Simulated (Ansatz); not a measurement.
## In: the change of pressure with volume per atom

Periodic Kohn-Sham DFT of a crystal at fixed atoms; pressure and stress are positive in compression; the energy is the free energy less that of spherical unpolarised free atoms; site moments are those in the method's own spheres, positive along +z. The results are calculated, by Ansatz 0.2.0.

Cell of the first row (space group Fd-3m, No. 227):
```
CELL_PARAMETERS angstrom
0.00000 3.29670 3.29670
3.29670 0.00000 3.29670
3.29670 3.29670 0.00000
ATOMIC_POSITIONS crystal
In 0.00000 0.00000 0.00000
In 0.25000 0.25000 0.25000
```

Settings of every row: method frozen-core PAW; functional PBE; relativity scalar; k mesh 9x9x9; filling fermi-dirac; smearing width 0.05 eV; wave cutoff 420 eV; paw set soft_2.

Atom start moment: 0 on all atoms.

Limits: the cell comes from a prototype or a list of computed structures and needn't be the stable phase.

```
row  volume per atom (Å³)  pressure (GPa)
  1                35.828           1.602
  2                36.952           0.724
  3                38.095           -0.02
  4                39.238               ?
  5                40.381          -1.144
```

Question: what pressure should row 4 give?

Worked fit of pressure. Take u = (V_r/V)^(2/3) − 1 with V_r = 37.523 Å³ an atom, which is twice the finite (Eulerian) strain; such expansions in the strain, on which the Birch-Murnaghan equation of state is built, carry the rest volume and the bulk modulus. The shown rows have u = 0.0313, 0.01028, -0.01004, -0.04776. Least squares give pressure = 0.3354 + 36.699 × u + 119.94 × u² GPa; a straight line predicts inner rows, each left out in turn, worse (root mean square 0.12 against 0.0026 GPa). The rows lie off it by 0.000, -0.001, 0.001, 0.000. The pressure vanishes at u = -0.0094, or V = 38.06 Å³ an atom, and there the bulk modulus at fixed shape and fractions is B = −V dP/dV = (2/3)(1 + u) dP/du = 22.7 GPa. The withheld row has u = -0.02935, so the fit gives 0.3354 + 36.699 × (-0.02935) + 119.94 × (-0.02935)² = -0.638 GPa.

The calculation gave -0.637 GPa. The fit lies 0.001 GPa (0.036 % of the column's range) below it, one unit of the last digit.
